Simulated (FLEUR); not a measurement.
**BN under changes of volume**

One of the cells (5.969 Å³/atom); the others are scaled copies at fixed shape and fractional positions:

```
N B
1.0
     2.55394    0.00000    0.00000
    -1.27697    2.21178    0.00000
     0.00000    0.00000    4.22685
N B
2 2
Cartesian
  0.0000 1.4745 0.5295
  1.2770 0.7373 2.6430
  0.0000 1.4745 2.1123
  1.2770 0.7373 4.2257
```

Measurements of this composition are mostly on another form, of space group No. 194.

```yaml
Program: FLEUR MaX-R8.1 (later development tree)
Functional: PBEsol
Potentials_or_basis: all-electron
Basis: FLAPW
Kmax: 5.41 1/bohr
k_mesh: 12 × 12 × 6
Occupations: fermi-dirac, width 0.05 eV
Spin: no spin polarisation
```

| volume (Å³/atom) | energy over the lowest point (meV/atom) | gap on the mesh (eV) |
| --- | --- | --- |
| 5.611 | 15.40 | 4.87 |
| 5.730 | 4.41 | 4.91 |
| 5.850 | 0.00 | 4.94 |
| 5.969 | ? | ? |
| 6.088 | 8.50 | 5.00 |
| 6.208 | 20.41 | 5.03 |
| 6.327 | 36.82 | 5.06 |

What does the run at 5.969 Å³/atom give?

Energy over the lowest point 1.53 meV/atom; gap on the mesh 4.97 eV.

Worked out: A Birch-Murnaghan fit of order 3 (a polynomial in V^(-2/3)) to the other rows has its minimum at 5.88 Å³/atom with B0 = V·E''(V) = 386 GPa and B' = 3.7 at fixed shape and positions, which overstates the stiffness. It gives 1.53 meV/atom at 5.969 Å³/atom, against the run's 1.53. A straight line through the other rows of the gap, of slope 1.55 eV per unit of ln V, gives 4.97 eV, against the run's 4.97.

Energies are extrapolated to zero smearing.

A mesh can miss the band edges.
